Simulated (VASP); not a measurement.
Here is a VASP 6.6.1 calculation.

POSCAR

```
BaH2
1.0
    6.8427980200      0.0000000000      0.0000000000
    0.0000000000      4.1782928000      0.0000000000
    0.0000000000      0.0000000000      7.8907574300
Ba H
4 8
Direct
    0.7605195900      0.2500000000      0.3871137100
    0.2394804100      0.7500000000      0.6128862900
    0.2605195900      0.2500000000      0.1128862900
    0.7394804100      0.7500000000      0.8871137100
    0.5281610900      0.2500000000      0.6808227800
    0.4718389100      0.7500000000      0.3191772200
    0.0281610900      0.2500000000      0.8191772200
    0.9718389100      0.7500000000      0.1808227800
    0.3549160500      0.7500000000      0.9284304700
    0.6450839500      0.2500000000      0.0715695300
    0.8549160500      0.7500000000      0.5715695300
    0.1450839500      0.2500000000      0.4284304700
```

The input INCAR.step1:

```
PREC = Accurate ; ENCUT = 520
ISMEAR = -1 ; SIGMA = 0.02
LREAL = F ; LASPH = T
NELM = 80 ; NBANDS = 36
GGA = PE ; ALGO = Normal
EDIFF = 1E-4 ; LWAVE = T
LCHARG = F
```

INCAR.step2

```
PREC = Accurate ; ENCUT = 520
EDIFF = 1E-8 ; ISMEAR = -1
SIGMA = 0.02 ; LREAL = F
LASPH = T ; NELM = 80
ALGO = Normal ; ISIF = 2
LWAVE = F ; LCHARG = F
METAGGA = R2SCAN ; LMIXTAU = T
LEFG = T ; NBANDS = 36
ISTART = 1
```

KPOINTS

```
Automatic mesh
0
Gamma
  3 5 3
```

Potentials or basis: VASP PAW PBE potentials, release 64 (Ba_sv, H).

The run is started by

```bash
$ cat potpaw_PBE.64/Ba_sv/POTCAR potpaw_PBE.64/H/POTCAR > POTCAR
$ cp INCAR.step1 INCAR
$ mpirun -np 1 vasp_std > vasp.out
$ cp INCAR.step2 INCAR
$ mpirun -np 1 vasp_std > vasp.out
```

Question: What does it give for the pressure?

Answer: -0.1 GPa.

Question: What does it give for the band gap on the k mesh?

Answer: 3.35 eV, indirect (least direct gap 3.85 eV).

Question: What does it give for the largest force?

Answer: 0.013 eV/Å.

Electric field gradients, principal values (V/Å²):
| atom | Vxx | Vyy | Vzz |
| --- | --- | --- | --- |
| 1 Ba | -4.088 | -50.178 | 54.265 |
| 2 Ba | -4.088 | -50.178 | 54.265 |
| 3 Ba | -4.088 | -50.178 | 54.265 |
| 4 Ba | -4.088 | -50.178 | 54.265 |
| 5 H | 0.097 | 0.187 | -0.283 |
| 6 H | 0.097 | 0.187 | -0.283 |
| 7 H | 0.097 | 0.187 | -0.283 |
| 8 H | 0.097 | 0.187 | -0.283 |
| 9 H | -0.149 | -0.451 | 0.600 |
| 10 H | -0.149 | -0.451 | 0.600 |
| 11 H | -0.149 | -0.451 | 0.600 |
| 12 H | -0.149 | -0.451 | 0.600 |

Caveat: the PAW data sets were made with another functional, which shifts forces and pressure a little; spin-orbit coupling is left out, which moves the levels of the heavy elements; an odd mesh through Γ misses points on the zone boundary, where band edges often lie.
